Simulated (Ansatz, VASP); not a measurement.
# GaAs in VASP and in Ansatz

Contents of POSCAR:

```
GaAs
1.0
    0.0000000000      2.8726922825      2.8726922825
    2.8726922825      0.0000000000      2.8726922825
    2.8726922825      2.8726922825      0.0000000000
Ga As
1 1
Direct
    0.0000000000      0.0000000000      0.0000000000
    0.2500000000      0.2500000000      0.2500000000
```

File INCAR.step1:

```
  ALGO = Normal
  EDIFF = 1E-4
  ENCUT = 520
  GGA = PE
  ISMEAR = 0
  LASPH = True
  LCHARG = False
  LREAL = False
  LWAVE = True
  NBANDS = 16
  NELM = 80
  PREC = Accurate
  SIGMA = 0.02
```

The input INCAR.step2:

```
  ALGO = Normal
  EDIFF = 1E-6
  ENCUT = 520
  ISIF = 2
  ISMEAR = 0
  ISTART = 1
  LASPH = True
  LCHARG = False
  LMIXTAU = True
  LREAL = False
  LWAVE = False
  METAGGA = R2SCAN
  NBANDS = 16
  NELM = 80
  PREC = Accurate
  SIGMA = 0.02
```

The input KPOINTS:

```
k-points
0
Gamma
  12 12 12
```

Input for Ansatz:

```yaml
crystal:
  lattice:
    - [0.0, 2.8726922739, 2.8726922739]
    - [2.8726922739, 0.0, 2.8726922739]
    - [2.8726922739, 2.8726922739, 0.0]
  atoms:
    - { symbol: Ga, position: [0.0, 0.0, 0.0] }
    - { symbol: As, position: [0.25, 0.25, 0.25] }
basis:
  ecutwfc: 500
kpoints:
  mp_grid: { grid: [12, 12, 12] }
  band_path:
    path:
      - [[0.0, 0.0, 0.0], [-0.5, -0.5, 0.0], [-0.375, -0.375, 0.25]]
      - [[-0.375, 0.0, 0.375], [0.0, 0.0, 0.0], [0.0, 0.0, 0.5], [-0.5, -0.25, 0.25], [-0.5, -0.5, 0.0]]
    npoints: 14
hamiltonian:
  xc: r2scan
scf:
  occupations: { method: gaussian, width: 0.02 }
  n_extra_bands: 6
output:
  forces: true
  stress: true
  eigenvalues: true
  populations: true
  dos: { projected: true, de: 0.02, nscf_kmesh: { grid: [18, 18, 18] } }
  bader: true
  write_density: true
  write_potential: true
  elf: true
  volumetric_format: npy
```

Alike in both runs: task single point; functional r2SCAN; k mesh 12 × 12 × 12; occupations gaussian, width 0.02 eV; no spin polarisation.

```csv
,VASP,Ansatz
version,VASP 6.6.1,Ansatz 0.2.0
potentials or method,"VASP PAW PBE potentials, release 64 (Ga_d, As)","scalar-relativistic, plane waves, PAW"
plane-wave cutoff (eV),520,500
valence electrons in the cell,18,28
```

|  | VASP | Ansatz | Ansatz less VASP |
| --- | --- | --- | --- |
| gap on the k mesh at the Fermi level (eV) | 0.61 | 0.63 | +0.019 |
| least direct gap on the mesh (eV) | 0.61 | 0.63 | +0.019 |
| pressure (GPa) | -2.6 | -2.7 | -0.08 |

The two sets of potentials don't hold the same shells in valence.

Caveats: the PAW data sets were made with another functional, which shifts forces and pressure a little (VASP).
